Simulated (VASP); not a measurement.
Runs of VASP 6.6.1 on Cu2O. The structure is cubic, space group Pn-3m (No. 224). Conventional cell: a = 4.307 Å, b = 4.307 Å, c = 4.307 Å, α = 90.00°, β = 90.00°, γ = 90.00°. Cu (site symmetry -3m) is surrounded by 2 O at 1.86 Å. O (site symmetry -43m) has 4 Cu at 1.86 Å as nearest neighbours. 

```csv
task,cell,gap on the mesh (eV),pressure (GPa),moment (μB)
single point,a relaxed cell with its volume scaled by 0.94,0.60,(b),0.00
single point,a relaxed cell with its volume scaled by 1.06,0.35,-5.6,0.00
relaxation of cell and atoms,relaxed,0.47,0.0,0.00
single point,as given,0.47,0.0,0.00
single point,a relaxed cell with its volume scaled by 1.09,(a),-7.8,0.00
single point,a relaxed cell with its volume scaled by 0.91,0.68,13.1,0.00
single point,a relaxed cell with its volume scaled by 0.97,0.53,3.6,0.00
single point,a relaxed cell with its volume scaled by 1.03,0.41,(c),0.00
```

Alike in all rows: level PBE; potentials or basis VASP PAW PBE potentials, release 64 (Cu, O); spin collinear, ferromagnetic start; k mesh 8 × 8 × 8; cutoff (eV) 520; smearing gaussian 0.02 eV.

Fill in the values left out.

(a) 0.30; (b) 7.9; (c) -3.1.

A k mesh can miss the band edges.
